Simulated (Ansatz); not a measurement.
## AlPt: band structure with r2SCAN

The system is AlPt.

```
Pt Al
1.0
     3.09155    0.00000    0.00000
     0.00000    3.09155    0.00000
     0.00000    0.00000    3.09155
Pt Al
1 1
Direct
  0.50000 0.50000 0.50000
  0.00000 0.00000 0.00000
```

Measurements of this composition are mostly on another form, of space group No. 198.

```json
{
  "Program": "Ansatz 0.2.0",
  "Task": "band structure",
  "Functional": "r2SCAN",
  "Potentials or basis": "Ansatz PAW",
  "Cutoff": "500 eV (not typed: the program's choice for these potentials)",
  "k mesh": "9 × 9 × 9",
  "Occupations": "fermi-dirac, width 0.05 eV",
  "Spin": "spin-orbit coupling, no magnetisation",
  "Path": "[[\"G\", \"X\", \"M\", \"G\", \"R\", \"X\"], [\"M\", \"R\"]]",
  "Points for each segment of the path": "14"
}
```

- Pressure: -5.2 GPa
- Band gap on the k mesh: none (metal or under the smearing width)

Levels at the corners of the path, in eV from the Fermi level:
```
point  band 18  band 19  band 20  band 21  band 22  band 23
    Γ    -2.96    -2.17    -2.17     3.51     3.51     4.46
    X    -3.97    -2.41    -2.41    -0.87    -0.87     6.42
    M    -3.66    -2.98    -2.98    -1.45    -1.45     1.10
    Γ    -2.96    -2.17    -2.17     3.51     3.51     4.46
    R    -1.42     0.70     0.70     1.17     1.17     2.40
    X    -3.97    -2.41    -2.41    -0.87    -0.87     6.42
    M    -3.66    -2.98    -2.98    -1.45    -1.45     1.10
    R    -1.42     0.70     0.70     1.17     1.17     2.40
```

It took 27 s on 2 threads of Arm Neoverse N1 (shared host), peak memory 0.47 GiB.

Caveat: the PAW data sets come from PBE, with cores solved anew for the run's functional, which leaves a small shift of forces and pressure.
